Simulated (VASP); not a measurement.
A run of VASP 6.6.1 is set up as follows.

File INCAR:

```
  ALGO = Normal
  EDIFF = 1E-7
  EDIFFG = -0.005
  ENCUT = 600
  IBRION = 2
  ISIF = 3
  ISMEAR = 1
  LASPH = True
  LCHARG = False
  LMIXTAU = True
  LREAL = False
  LWAVE = False
  METAGGA = R2SCAN
  NELM = 80
  NSW = 90
  PREC = Accurate
  SIGMA = 0.1
```

File KPOINTS:

```
k-points
0
Gamma
  15 15 9
```

POSCAR

```
Os                                      
1.0
    2.7381124787      0.0000000000      0.0000000000
   -1.3690562393      2.3712749649     -0.0000000000
    0.0000000000      0.0000000000      4.3265715825
  Os            
     2
Direct
     0.3333333332999970    0.6666666667000030    0.2500000000000000
     0.6666666667000030    0.3333333332999970    0.7500000000000000
```

Potentials or basis: VASP PAW PBE potentials, release 64 (Os).

Run with:

```sh
$ cat potpaw_PBE.64/Os/POTCAR > POTCAR
$ mpirun -np 1 vasp_std > vasp.out
```

What does it give for the band gap on the k mesh?

None (metal or under the smearing width).

Final structure:
```xyz
2
Lattice="2.7381 0.0000 0.0000 -1.3691 2.3713 0.0000 0.0000 0.0000 4.3266" Properties=species:S:1:pos:R:3 pbc="T T T"
Os    0.0000    1.5809    1.0816
Os    1.3691    0.7904    3.2449
```

Caveat: the relaxation stopped at its first step, so nothing moved. The run has no spin-orbit coupling, so splittings on Os are missing.
